# Squeezing a layered crystal equally along every axis

## The question

Tungsten disulfide is a stack of sheets. Inside each sheet, tungsten atoms are bonded to sulfur planes above and below, and between the sheets there are only weak forces. Suppose the crystal is shortened by the same percentage along all its axes. What pushes back, the strong sheets or the weak gaps, and how hard does it push at the next step of compression?

WS2 computed with Ansatz 0.2.0 using PBE+D3(BJ), scalar-relativistic PAW and plane waves up to 420 eV, without spin polarization, on a 12×12×4 k mesh with Gaussian smearing of 0.02 eV. All cell edges are strained equally and then held while the atoms relax to a force tolerance of 0.008 eV/Å. Energies are taken at zero smearing.

| volume (relaxed cell) (Å³/atom) | c/a (relaxed cell) | shortest distance (relaxed cell) (Å) | energy over elements (eV/atom) | pressure (GPa) |
| --- | --- | --- | --- | --- |
| 15.917 | 3.8507 | 2.384 | ? | ? |
| 16.415 | 3.8506 | 2.392 | -0.863 | 5.480 |
| 16.923 | 3.8506 | 2.399 | -0.876 | 2.550 |
| 17.969 | 3.8506 | 2.415 | -0.876 | -2.250 |
| 18.508 | 3.8507 | 2.423 | -0.865 | -4.210 |
| 19.058 | 3.8506 | 2.431 | -0.848 | -5.890 |

The volume is given per atom, and c/a is the height of the repeating cell divided by its in-plane edge $a$. The shortest distance is the W-S bond length. Pressure is positive where the cell wants to expand. The task is to forecast the pressure and the energy of the smallest cell, at 15.917 Å³/atom.

## Where the crystal rests

The pressure changes sign between 16.923 and 17.969 Å³/atom, so the resting volume lies between them. These two rows have the same energy to the printed digits because they stand on opposite slopes of one valley. Their tie does not mean that the energy is flat between them.

The ratio c/a is practically constant along the series. The shape of the cell is therefore held while its size changes, and only the atoms inside are free to move. That freedom turns out to matter a great deal.

## Bonds tilt and the gap does the moving

In this structure each tungsten atom sits midway between two sulfur planes and touches six sulfur atoms. The bond length $d$, the edge $a$ and the thickness $t$ of a sheet, measured from sulfur plane to sulfur plane, are then tied together by Pythagoras:

$$d^2=\frac{a^2}{3}+\left(\frac{t}{2}\right)^2 .$$

From 16.415 to 19.058 Å³/atom the edge grows by 5.1 %, but the bond by only 1.6 %. If the bond angles had stayed fixed, both would have grown alike. Instead the bonds tilt towards the plane, and the sheet becomes 2.9 % thinner while the crystal around it expands.

The gap between the sheets has to make up the difference. It widens by 14 %, nearly three times the strain imposed on the cell. In compression the same geometry runs backwards: the sheets thicken, and the gap closes faster than the cell shrinks.

Two springs in series, one stiff and one soft, are a useful simpler system. Both carry the same force, and the soft one takes most of the change in length. The comparison holds for the stacking direction only, and only in part: a stiff spring would still lengthen a little when pulled, whereas the sheet thins because it is being stretched sideways at the same time.

## The sheets carry most of the pressure

The printed pressure is an average over directions. Two equal parts come from the stress in the plane of the sheets, and one part comes from the stress along the stack. At 16.415 Å³/atom the same calculation gives 7.08 GPa in the plane and 2.29 GPa along the stack.

In the five known rows the in-plane stress supplies between 86 and 91 % of the pressure. A material pushing equally in all directions would have a share of two thirds. The answer to the first half of the question is therefore the sheets: the weak gap does most of the moving, and the strong sheets do most of the pushing.

The chemistry of the bonds suggests why. When the edge shortens, the W-S bonds must shorten, change their angles or do both, and either costs much energy in a covalent network. Along the stack, the sheet can hand the strain over to the gap, where the forces are weak. The same argument should carry over to other crystals made of strong sheets and weak gaps, as long as the atoms are free to relax.

## Why each step costs more

A constant stiffness would give equal pressure changes for equal strain steps. The table shows otherwise. The step between the two most expanded rows changes the pressure by $5.89-4.21=1.68$ GPa, while the equally large step between 16.923 and 16.415 Å³/atom changes it by 2.93 GPa.

The gap stiffens most. Imagine a flat cut through the space between two sheets. Since each sheet is at rest, the force per area passed across this cut must equal the stress along the stack. Per ångström of gap, that stress changes about four times as much in the tightest known step as in the widest. Per ångström of edge, the in-plane stress changes only about 1.6 times as much.

Theory offers a cause for this uneven response. When the gap closes, the filled electron shells of facing sulfur atoms overlap, and their repulsion rises steeply. When it opens, the repulsion fades and a weak net attraction remains. Its pull grows towards a maximum, and near that maximum it changes little with distance. PBE alone misses the long-range part of this attraction, so in these runs the D3 correction has to supply it. The numbers agree with this picture but don't isolate it, because the sheets are also stretched or squeezed while the gap changes.

The gap's part in the total should still not be overrated. Between the widest and the tightest known step, the change in stress along the stack grows from 0.31 to 1.32 GPa. One third of that growth, about 0.3 GPa, enters the average. The pressure step as a whole grows by $2.93-1.68=1.25$ GPa, so the stack direction supplies roughly a quarter of the stiffening and the sheets supply the rest.

## A curve that stiffens

The forecast needs a smooth energy curve that grows steeper on compression. One suitable choice measures compression by

$$f=\frac{1}{2}\left[\left(\frac{V_0}{V}\right)^{2/3}-1\right],$$

where $V$ is the volume per atom and $V_0$ its value at zero pressure. The energy $E$ is written as a spring term and a first correction to it:

$$E=E_0+\frac{9}{2}V_0\left(Bf^2+Cf^3\right).$$

Here $E_0$ is the energy at rest, $B$ the stiffness along this path and $C$ the correction. The pressure is the slope of the energy, $P=-dE/dV$, which gives

$$P=(1+2f)^{5/2}\left(3Bf+\frac{9}{2}Cf^2\right).$$

This is the third-order Birch-Murnaghan equation. The slope rule holds here although the stress differs between directions, because all edges are strained equally and the atoms are relaxed.

A least-squares fit to the five known pressures gives $V_0=17.44$ Å³/atom, $B=79.9$ GPa and $C\approx16$ GPa. The energies took no part in that fit, so they can test it. The integrated curve follows the known total energies to about 0.03 meV/atom, after one constant has been adjusted to set the zero. Since pressure is by definition the slope of the energy, this checks the numerical quality of the runs and the shape of the curve. It says nothing about the cause of the stiffening.

## The forecast

**Pressure.** The next step should be larger than the one before it. The curve puts the pressure at 15.917 Å³/atom near 8.8 GPa, with an error bar of 0.15 GPa. Merely repeating the last known step would give 8.41 GPa, which ignores the stiffening.

**Energy.** The energy gained in a step of compression is the area under the pressure curve. The average of the known 5.48 GPa and the forecast 8.83 GPa is about 7.16 GPa, and the volume shrinks by $16.415-15.917=0.498$ Å³/atom. With 160.2 GPa Å³ to the electronvolt,

$$\Delta E\approx\frac{7.16\times0.498}{160.2}\approx0.022\ \text{eV/atom}.$$

Added to the known $-0.863$ eV/atom, this gives $-0.841$ eV/atom, with an error bar of 0.001 eV/atom. The smallest cell should therefore lie above the largest one, at 19.058 Å³/atom, although both are strained by the same percentage from a common starting cell. Compression costs more than expansion.

Both error bars are judgements, based on the spread between smooth curves and on the rounding of the energies. They are not statistical limits.

## The computed values

The withheld rows as computed:

| volume (relaxed cell) (Å³/atom) | c/a (relaxed cell) | shortest distance (relaxed cell) (Å) | energy over elements (eV/atom) | pressure (GPa) |
| --- | --- | --- | --- | --- |
| 15.917 | 3.8507 | 2.384 | -0.841 | 8.870 |

The pressure is 8.87 GPa. The forecast was too low by 0.04 GPa, well inside its error bar, and the step is indeed larger than the one before. The energy agrees with the forecast to the printed digits and lies above that of the largest cell, as expected.

## What the hits and misses teach

The repeated step falls short by $8.87-8.41=0.46$ GPa. That is the price of treating the crystal as a spring of constant stiffness for just one more step. A simpler curve with $C=0$ does much better and misses by 0.11 GPa, still inside the error bar. Most of the stiffening is therefore already contained in the form of the curve, and the correction $C$ only refines it.

The remaining 0.04 GPa comes mostly from the form of the curve. The runs do carry a warning that their electronic convergence was loose for stresses, but noise is an unlikely culprit. The known pressures lie within 0.01 GPa of the fitted curve, and the total energies, whose slope is the pressure, agree with the computed value at the smallest cell. A curve with only three adjustable numbers, fitted to three expanded cells and two compressed ones, can't follow every bend of the true one beyond its last point.

The energy is the easier target. A pressure error that grows from zero to 0.46 GPa over the last step would shift the energy by only about 0.0007 eV/atom, since the volume change is so small. Even the poor rule of the repeated step would have stayed within the energy's error bar. To learn how a solid stiffens, the pressure is the sharper witness.

## Not the pressure of a fluid

An engineer may be tempted to read $B$ as the bulk modulus of the crystal in a pressure vessel. A fluid, however, pushes equally hard on every face, whereas here every edge is shortened by an equal percentage. At 16.415 Å³/atom the in-plane stress is about three times the stress along the stack, which no fluid could maintain.

Under a fluid the crystal would choose its own shape. It would shrink more along the soft stack and less in the stiff plane, and would reach the same volume at a lower cost in energy. The value of 79.9 GPa therefore lies above the bulk modulus that the same level of theory would give for fluid pressure. It answers a different question: how strongly the crystal resists when its shape is not allowed to give way.
